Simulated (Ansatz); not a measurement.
**Titanium, hcp: r²SCAN0 at the r²SCAN geometry**

Aim: see what exact exchange does to the levels, and what it costs. Spin polarisation is left out. The geometry was relaxed under r²SCAN beforehand and is kept. Exact exchange is dear, so the k-mesh is coarse, and r²SCAN is run on the same mesh for comparison.

Program: Ansatz 0.2.0. Level of theory: DFT, plane waves (500 eV) with PBE-made PAW files, scalar-relativistic; functionals as named at each step. These are calculated values, not measurements.

**1. The system as given**

The structure is hexagonal, space group P6_3/mmc (No. 194). Conventional cell: a = 2.936 Å, b = 2.936 Å, c = 4.642 Å, α = 90.00°, β = 90.00°, γ = 120.00°. Ti (site symmetry -6m2) has 12 Ti at 2.87 to 2.94 Å as nearest neighbours.

Structure file:

```
CELL_PARAMETERS angstrom
2.93586 0.00000 0.00000
-1.46793 2.54253 0.00000
0.00000 0.00000 4.64162
ATOMIC_POSITIONS crystal
Ti 0.33333 0.66667 0.25000
Ti 0.66667 0.33333 0.75000
```

**2. r²SCAN on the coarse mesh**

The run with r²SCAN.

File input.yaml:

```yaml
crystal:
  lattice:
    - [2.935855945, 0.0, 0.0]
    - [-1.4679279725, 2.5425258302, 0.0]
    - [0.0, 0.0, 4.6416239698]
  atoms:
    - { symbol: Ti, position: [0.3333333333, 0.6666666667, 0.25] }
    - { symbol: Ti, position: [0.6666666667, 0.3333333333, 0.75] }
hamiltonian:
  xc: r2scan
  pseudopotentials:
    kind: paw
    azcp:
      Ti: "pseudopotentials/Ti.paw.azcp"
basis:
  ecutwfc: 500
  fft_grid_basis: typed
kpoints:
  mp_grid: { grid: [6, 6, 4], shift: [0, 0, 0] }
magnetization:
  spin_polarized: false
scf:
  occupations: { method: fermi_dirac, width: 0.1 }
```

Output, shortened:

```text
Warning: RAYON_NUM_THREADS=4 ignored (pool sized by the plan → 4); use --threads N
[...]
Pseudopotentials: kind: paw
Pseudopotential: Ti, paw, valence charge 12, recommended cutoff 500 eV (meta_gga), <dir>
Functional definition: r2SCAN
[...]
Crystal: 2 atoms, lattice volume = 34.647 Å³
Basis set: ecut = 500 eV, 881 PW (Γ), exchange–correlation on 96×96×144 points (64 copies of the dense FFT grid, shifted against one another)
Bands: 16, of which v1, the nominal top of the filled ones, is band 12 counted from 1 (11 counted from 0)
Symmetry: 24 space group operations
Space group: P63/mmc (ITA 194), of the structure as read, at distance tolerance 3.3e-5 Å
k-points: 21 of 144
[...]
SCF iter   1: F=—  HF=-5008.717426 eV  |F-HF|=—  |Δ(HF+E_count)|=         —  Δρ=1.61e-2  dr2=8.02e-2  dr2_τ=1.57e-2  ethr=1.77e-3  ⟨swp⟩=3.6  Hψ=1386  notcnv=0
[...]
SCF iter   6: F=-5008.763533 eV  HF=-5008.763533 eV  |F-HF|=5.20e-10  |Δ(HF+E_count)|=   4.65e-8  Δρ=5.23e-6  dr2=5.14e-9  dr2_τ=4.69e-10  ethr=4.17e-10  ⟨swp⟩=2.0  Hψ=761  notcnv=0
[...]
SCF converged after 6 iterations
Free energy (F): -5008.763533 eV
[...]
E sigma→0 (E₀):  -5008.725986 eV
Entropy (-TS):   -0.075093 eV (-37.546 meV/atom)
Fermi energy:    13.472124 eV
[...]
```

It took 0.88 s on 4 threads of an x86-64 CPU, shared host; peak memory 0.41 GiB.

**3. r²SCAN0 on the coarse mesh**

The run with r²SCAN0.

input.yaml: that of step 2 with these lines changed.

```diff
@@ -9,3 +9,3 @@
 hamiltonian:
-  xc: r2scan
+  xc: r2scan0
   pseudopotentials:
```

Output, shortened:

```text
Warning: RAYON_NUM_THREADS=4 ignored (pool sized by the plan → 4); use --threads N
[...]
[... 2 set-up lines as earlier in the session ...]
Functional definition: r2SCAN0
[...]
Crystal: 2 atoms, lattice volume = 34.647 Å³
Basis set: ecut = 500 eV, 881 PW (Γ), exchange–correlation on 96×96×144 points (64 copies of the dense FFT grid, shifted against one another)
Bands: 16, of which v1, the nominal top of the filled ones, is band 12 counted from 1 (11 counted from 0)
[... 2 set-up lines as earlier in the session ...]
k-points: 21 of 144
[...]
SCF iter   1: F=—  HF=-5008.720286 eV  |F-HF|=—  |Δ(HF+E_count)|=         —  Δρ=1.63e-2  dr2=8.20e-2  dr2_τ=1.57e-2  ethr=1.77e-3  ⟨swp⟩=5.1  Hψ=1399  notcnv=0
[...]
Frozen-core exchange: fock
[...]
hybrid SCF converged: 4 outer / 22 inner (+7 warm-up), last move |dexx| = 9.31e-8 eV, tail = 2.59e-8 eV
Stability not checked: this state was not tested for a lower state beside it, because the functional holds exact exchange (a hybrid, or Hartree-Fock), whose exchange loop this test does not read (fock_operator; see scf.lower_state_search)
Free energy (F): -5005.634321 eV
Frozen-core exchange: fock
[...]
E sigma→0 (E₀):  -5005.621967 eV
Entropy (-TS):   -0.024708 eV (-12.354 meV/atom)
Fermi energy:    13.758596 eV
[...]
--- Band table (eV; the first three rows and the last of 21) ---
  k-point 0: bands = ["-50.3389", "-50.1845", "-24.6086", "-23.8915", "-23.8915", "-23.8072", "-23.7843", "-23.7843", "5.3062", "9.6398", "13.3357", "15.1013", "15.1013", "15.3151", "15.8476"]
[...]
  guard bands above this table: 1 of the run's 16 bands, where the rule asks 2: the bands that hold charge and the lowest empty level above them stay in the table. The solve was not asked for them (output.publish_guard_bands: true or output.eigenvalues: true publishes all)
```

Run time: 11 s. Hardware: 4 threads of an x86-64 CPU, shared host; peak memory 1.2 GiB.

**4. The functionals compared**

| functional | gap on the mesh | Fermi energy (eV) | SCF cycles | exchange loops | CPU time |
| --- | --- | --- | --- | --- | --- |
| r²SCAN | none (levels filled in part) | 13.472 | 6 | - | 2.4 s |
| r²SCAN0 | none (levels filled in part) | 13.759 | 29 | 4 | 35 s |

**5. What came out**

| quantity | value |
| --- | --- |
| r²SCAN: gap | none (levels filled in part) |
| r²SCAN0: gap | none (levels filled in part) |
| r²SCAN0: SCF cycles, exchange loops | 29, 4 |
| r²SCAN0: CPU time over that of r²SCAN | 15 |

**Reading.** Neither r²SCAN nor r²SCAN0 shows a clean gap on this mesh. r²SCAN0 cost 15 times the CPU time of r²SCAN. r²SCAN0 needed 4 outer loops of the exchange operator. Absolute energies differ from functional to functional, by eV per atom at times, and say nothing by themselves.
